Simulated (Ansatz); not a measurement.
Two inputs for SiO2 with an O vacancy

Cell: a supercell of SiO2 (space group P4_32_12) built from an entry of the Crystallography Open Database (COD; perhaps a calculated or model structure), with all atoms left at the host's positions.

```yaml
crystal:
  lattice:
    - [0.00000, 4.93290, 6.46450]
    - [4.93290, 0.00000, 6.46450]
    - [4.93290, 4.93290, 0.00000]
  atoms:
    - { symbol: Si, position: [0.25000, 0.25000, 0.56771] }
    - { symbol: Si, position: [0.75000, 0.75000, 0.06771] }
    - { symbol: Si, position: [0.94271, 0.30729, 0.37500] }
    - { symbol: Si, position: [0.44271, 0.80729, 0.87500] }
    - { symbol: Si, position: [0.00000, 0.00000, 0.18230] }
    - { symbol: Si, position: [0.50000, 0.50000, 0.68229] }
    - { symbol: Si, position: [0.55729, 0.19270, 0.12500] }
    - { symbol: Si, position: [0.05729, 0.69271, 0.62500] }
    - { symbol: O, position: [0.94908, 0.85285, 0.41549] }
    - { symbol: O, position: [0.59242, 0.95951, 0.17592] }
    - { symbol: O, position: [0.09242, 0.45951, 0.67592] }
    - { symbol: O, position: [0.10285, 0.19908, 0.53258] }
    - { symbol: O, position: [0.60285, 0.69908, 0.03258] }
    - { symbol: O, position: [0.70951, 0.34242, 0.52215] }
    - { symbol: O, position: [0.20951, 0.84242, 0.02215] }
    - { symbol: O, position: [0.90758, 0.54049, 0.22785] }
    - { symbol: O, position: [0.40758, 0.04049, 0.72785] }
    - { symbol: O, position: [0.39715, 0.30092, 0.33451] }
    - { symbol: O, position: [0.89715, 0.80092, 0.83451] }
    - { symbol: O, position: [0.79049, 0.15758, 0.07408] }
    - { symbol: O, position: [0.29049, 0.65758, 0.57408] }
    - { symbol: O, position: [0.05092, 0.14715, 0.21742] }
    - { symbol: O, position: [0.55092, 0.64715, 0.71742] }
```

Sites (sets of like atoms) are named by element and the number of their first atom in this list.

Reference run. Level of theory: DFT, PBE, plane waves and PAW, scalar-relativistic, collinear spin, 420 eV cutoff, Γ-centred 3×3×3 k-points, Fermi–Dirac smearing 0.01 eV, cell charge +1 (Ansatz 0.2.0). Start moments as typed (μB): 0 0 0 0 0 0.5 0.5 0 0 0 0 0 0 0 0 0 0 0 0 0 0 0 0 by atom.

(1) The input is changed as follows: `hamiltonian.dispersion`: not typed → d3bj; `scf.occupations.width`: 0.01 → not typed; `scf.occupations.method`: fermi_dirac → tetrahedron. What happens to V_zz (10²¹ V/m²) and η?

## Answers

(1) 

```json
{"site": "Si1", "atom": "1", "V_zz reference": "1.08", "η reference": "0.25", "V_zz changed": "1.08", "η changed": "0.25"}
{"site": "Si2", "atom": "2", "V_zz reference": "-0.49", "η reference": "0.74", "V_zz changed": "-0.49", "η changed": "0.74"}
{"site": "Si3", "atom": "3", "V_zz reference": "1.11", "η reference": "0.44", "V_zz changed": "1.11", "η changed": "0.44"}
{"site": "Si6", "atom": "6", "V_zz reference": "5.37", "η reference": "0.11", "V_zz changed": "5.37", "η changed": "0.11"}
{"site": "Si7", "atom": "7", "V_zz reference": "4.49", "η reference": "0.20", "V_zz changed": "4.49", "η changed": "0.20"}
{"site": "O10", "atom": "10", "V_zz reference": "9.10", "η reference": "0.47", "V_zz changed": "9.10", "η changed": "0.47"}
{"site": "O11", "atom": "11", "V_zz reference": "8.86", "η reference": "0.29", "V_zz changed": "8.86", "η changed": "0.29"}
{"site": "O12", "atom": "12", "V_zz reference": "9.09", "η reference": "0.29", "V_zz changed": "9.09", "η changed": "0.29"}
{"site": "O13", "atom": "13", "V_zz reference": "9.14", "η reference": "0.30", "V_zz changed": "9.14", "η changed": "0.30"}
{"site": "O16", "atom": "16", "V_zz reference": "8.90", "η reference": "0.28", "V_zz changed": "8.90", "η changed": "0.28"}
{"site": "O20", "atom": "20", "V_zz reference": "10.53", "η reference": "0.26", "V_zz changed": "10.53", "η changed": "0.26"}
{"site": "O22", "atom": "22", "V_zz reference": "8.95", "η reference": "0.35", "V_zz changed": "8.95", "η changed": "0.35"}
```

All printed values agree. The table leaves out 11 of the 23 sites, with |V_zz| up to 10.08; their tensors move by 0.01 at most along any direction. The dispersion term itself leaves the density as it is. The gap of 0.9 eV is far wider than the smearing, so the levels stay full or empty whatever the smearing's form; with a small gap this would fail. SCF iterations: 13 and 14. New warnings: band table not solved further, stability check not made, tetrahedron derivatives may miss energy slope.

On the reference run: The defect repeats with the cell of 23 atoms, so it feels its images: sites between two images don't show the values beside a lone defect, and zeros or small values of η there can come from the images' arrangement. O and Si carry a gradient in the pure host already, so the values there aren't the defect's effect alone. A uniform background compensates the cell's charge. With a gap of 0.9 eV on this mesh, small gradients can still move by 0.1 × 10²¹ V/m² or more as the k-mesh gets denser. The neighbours have not yet relaxed around the defect (largest force 1.7 eV/Å), so a real crystal will differ.
